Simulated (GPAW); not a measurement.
**C: single point with PBE**

C:

```
CELL_PARAMETERS angstrom
0.00000 1.78337 1.78337
1.78337 0.00000 1.78337
1.78337 1.78337 0.00000
ATOMIC_POSITIONS crystal
C 0.75000 0.75000 0.75000
C 0.50000 0.50000 0.50000
```

This isn't the form of C at room conditions, which is graphite.

| Item | Value |
| --- | --- |
| Program | GPAW 26.7.0 |
| Task | single point |
| Functional | PBE |
| Potentials or basis | GPAW PAW data sets (gpaw-data 1.2.1) |
| Cutoff | 800 eV |
| Basis | pw |
| k mesh | 13 × 13 × 13 |
| Occupations | gaussian, width 0.022 eV |
| Spin | no spin polarisation |
| Maxiter | 150 |

The pressure is 1.4 GPa. The band gap on the k mesh is 4.14 eV, indirect (least direct gap 5.60 eV).

Levels at points of the mesh, in eV from the valence-band top:
```
           k point  band 1  band 2  band 3  band 4  band 5  band 6  band 7
(0.00, 0.00, 0.00)  -21.48    0.00    0.00    0.00    5.60    5.60    5.60
```

It took 10 s on 1 thread of Arm Neoverse V2, on a shared host, peak memory 0.14 GiB.

Caveat: an odd mesh through Γ misses points on the zone boundary, where band edges often lie.
